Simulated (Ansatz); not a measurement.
# Ta2Si: the cost of one run

Program: Ansatz 0.2.0. Level of theory: DFT PBE, scalar-relativistic, plane waves, PAW. These are calculated values, not measurements.

### Step 1. The system as given

It takes space group Fm-3m (No. 225, cubic). The conventional cell has a = 5.755 Å, b = 5.755 Å, c = 5.755 Å, α = 90.00°, β = 90.00°, γ = 90.00°. Ta (site symmetry -43m) has 4 Si at 2.49 Å as nearest neighbours. Si (site symmetry m-3m) is surrounded by 8 Ta at 2.49 Å.

As a file:

```cif
data_structure
_symmetry_space_group_name_H-M 'Fm-3m'
_symmetry_Int_Tables_number 225
_cell_length_a 5.7554
_cell_length_b 5.7554
_cell_length_c 5.7554
_cell_angle_alpha 90.000
_cell_angle_beta 90.000
_cell_angle_gamma 90.000
_cell_volume 190.64
loop_
_atom_site_label
_atom_site_type_symbol
_atom_site_symmetry_multiplicity
_atom_site_Wyckoff_symbol
_atom_site_fract_x
_atom_site_fract_y
_atom_site_fract_z
_atom_site_occupancy
Ta1 Ta 8 c 0.25000 0.75000 0.75000 1
Si1 Si 4 a 0.00000 0.00000 0.00000 1
```

This is candidate A: fluorite type (Fm-3m, No. 225).

(A quick probe on a coarse mesh, which set the mesh and smearing, is not shown.)

### Step 3. Rough relaxation on the coarse mesh (candidate A)

Contents of input.yaml:

```yaml
crystal:
  lattice:
    - [0.0, 2.877683346, 2.877683346]
    - [2.877683346, 0.0, 2.877683346]
    - [2.877683346, 2.877683346, 0.0]
  atoms:
    - { symbol: Ta, position: [0.25, 0.25, 0.25] }
    - { symbol: Ta, position: [0.75, 0.75, 0.75] }
    - { symbol: Si, position: [0.0, 0.0, 0.0] }
basis:
  ecutwfc: 420
kpoints:
  mp_grid: { grid: [6, 6, 6] }
hamiltonian:
  xc: pbe
scf:
  occupations: { method: gaussian, width: 0.1 }
  lower_state_search: "off"
output:
  forces: true
  stress: true
  eigenvalues: true
relax:
  adjacent_minimum: "off"
  f_tol: 0.04
  max_steps: 70
  cell: { stress_tol: 0.4 }
```

On the command line:

```sh
$ ansatz run input.yaml --threads 1 --pin off --max-ram 2560MiB --backend cpu --events-out ev --progress --plain --runs-dir out
```

Q: Estimate wall time and peak memory on 1 thread of Arm Neoverse V1, shared host.

About 4.8 s, with a peak of 0.31 GiB.
